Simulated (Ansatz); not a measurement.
`N#Cc1ccccn1` + `N#[C][SnH3]` → `N#[C][SnH2][C]#N` + `c1ccncc1`  (formal exchange of groups at a C–C bond)

Computed with Ansatz on PBE0-D4/def2-TZVP structures; ΔE is electronic, products minus reactants. CCSD(T)/CBS is the MP2 limit (def2-TZVPP, def2-QZVPP) plus CCSD(T) − MP2 in def2-TZVPP, frozen cores. Functionals use def2-TZVPP. HSE06 is defined as in plane-wave codes. def2 core potentials past Kr. For Sn outer-core shells are correlated without core-valence functions, which leaves a few kJ/mol of doubt a bond.

```
             level  ΔE (kJ/mol)
        r2SCANh-D4        -12.2
          PBE-QIDH        -18.3
            revPBE        -13.6
             HSE06        -12.0
         CAM-B3LYP        -17.0
RPA@PBE/def2-TZVPP        -29.0
SCS-MP2/def2-QZVPP        -28.1
    CCSD/CBS(def2)        -30.8
```

**Question.** What does CCSD(T)/CBS give? (Best estimate.)

**Answer.** Ansatz gave: -29.3 kJ/mol. The listed levels differ from it by 17.1, 11.0, 15.7, 17.3, 12.3, 0.3, 1.2, -1.5 kJ/mol.

Largest T1 diagnostic among the species: 0.015.

Leaving LDA and LC-ωPBE aside and taking each functional with its dispersion term where it has one, the values, not all of them listed here, spread over 15.6 kJ/mol, from ωB97M-V to B97M-V. LDA lies +15.6 kJ/mol from PBE without D4. At CCSD(T), def2-SVP lies +18.7 kJ/mol from the extrapolated value and def2-TZVPP +3.4 kJ/mol. From BLYP to BHLYP (50 % exact exchange), in def2-TZVPP and without D4, ΔE moves by −4.4 kJ/mol.

CCSD(T)/CBS has its own doubt, a few kJ/mol and more with outer-core shells, so smaller differences from it don't rank the levels.
